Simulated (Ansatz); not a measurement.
CsPbI₃:
```
CELL_PARAMETERS angstrom
      6.39044     0.00000     0.00000
      0.00000     6.39044     0.00000
      0.00000     0.00000     6.39044
ATOMIC_POSITIONS crystal
  Cs 0.50000 0.50000 0.50000
  Pb 0.00000 0.00000 0.00000
  I  0.00000 0.00000 0.50000
  I  0.50000 0.00000 0.00000
  I  0.00000 0.50000 0.00000
```

Relaxed with PBE. Special points in fractions of this cell's reciprocal vectors: Γ (0.000, 0.000, 0.000); X (0.000, 0.500, 0.000); M (0.500, 0.500, 0.000); R (0.500, 0.500, 0.500).

Problem. List the band energies nearest the valence-band maximum at these points for PBE (plane waves, PAW; program Ansatz).

Solution. In eV from the valence-band maximum; about four levels below and three above (degenerate sets whole), none deeper than 8.9 eV; points with the same levels are listed once.

```json
[
 {"k": "Γ", "below": "-1.22 -1.22 -1.22 -1.11 -1.11 -1.11", "above": "3.14 4.22 4.22"},
 {"k": "X", "below": "-1.35 -1.19 -1.19 -0.86", "above": "2.22 4.55 4.85"},
 {"k": "M", "below": "-1.46 -1.46 -1.33 -0.72 -0.43", "above": "1.90 1.90 4.79"},
 {"k": "R", "below": "-0.71 -0.71 -0.71 0.00", "above": "1.48 1.48 1.48"}
]
```

Space group Pm-3m (cubic perovskite). This is a known high-temperature phase of the composition, computed here at zero pressure and temperature. Symmetry was held in the PBE relaxation; of distortions, only those at the zone centre were tested, and some modes there are weakly imaginary. Scalar-relativistic: spin–orbit coupling is off unless named, which matters more the heavier the elements.

Potentials: the later of the program's two PAW sets.
